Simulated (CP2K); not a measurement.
Crystal: CsBr.

```
Cs Br
1.0
     4.32562    0.00000    0.00000
     0.00000    4.32562    0.00000
     0.00000    0.00000    4.32562
Cs Br
1 1
Direct
  0.00000 0.00000 0.00000
  0.50000 0.50000 0.50000
```

The cell comes from a database or a generator and needn't be the stable form of this composition.

```yaml
Program: CP2K 2026.2
Task: single point
Functional: PBE
Potentials_or_basis: POTENTIAL_UZH Cs GTH-PBE-q9, Br GTH-PBE-q7; TZVP-MOLOPT-PBE-GTH basis
Density_cutoff: 6123 eV
k_mesh: 6 × 6 × 6
Occupations: fermi-dirac, width 0.05 eV
Spin: no spin polarisation
```

On this cell: pressure 0.9 GPa; largest force zero by symmetry; band gap on the k mesh 4.37 eV, indirect (least direct gap 4.39 eV).

The same run follows on a disturbed copy (atoms moved at random, drawn with an rms of 0.05 Å):

```
Cs Br
1.0
     4.32562    0.00000    0.00000
     0.00000    4.32562    0.00000
     0.00000    0.00000    4.32562
Cs Br
1 1
Direct
  0.01354 0.99725 0.00118
  0.50733 0.49979 0.49719
```

**Question.** What changes?

**Answer.** The energy moves by +0.3 meV/atom; pressure 0.9 GPa; largest force 0.031 eV/Å; band gap on the k mesh 4.37 eV, indirect (least direct gap 4.39 eV).

Forces on the atoms (eV/Å):
```
Cs  -0.025  0.010 -0.016
Br   0.025 -0.010  0.016
```

Caveats: spin-orbit coupling is left out, which moves the levels of the heavy elements; the basis of atomic orbitals isn't converged, which shifts pressures, moduli and gaps.

A k mesh can miss the band edges.
